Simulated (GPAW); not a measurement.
The system is Ag.

```
Ag
1.0
    -1.65565    1.65565    1.65565
     1.65565   -1.65565    1.65565
     1.65565    1.65565   -1.65565
Ag
1
Direct
  0.00000 0.00000 0.00000
```

This isn't the form of Ag at room conditions, which is fcc.

Base run:

* Program: GPAW 26.7.0
* Functional: PW91
* Potentials or basis: PAW data sets generated in the run's folder for this functional
* Cutoff: 600 eV
* Basis: pw
* k mesh: 11 × 11 × 11
* Occupations: fermi-dirac, width 0.05 eV
* Spin: no spin polarisation

Its results: band gap on the k mesh none (metal or under the smearing width); pressure -1.1 GPa.

**Question.** The run is repeated on the same cell with these changes: functional from PW91 to BLYP. What comes out?

**Answer.** Band gap on the k mesh none (metal or under the smearing width); pressure 5.6 GPa.

BLYP binds less tightly than PW91, so the same cell stands under more pressure.
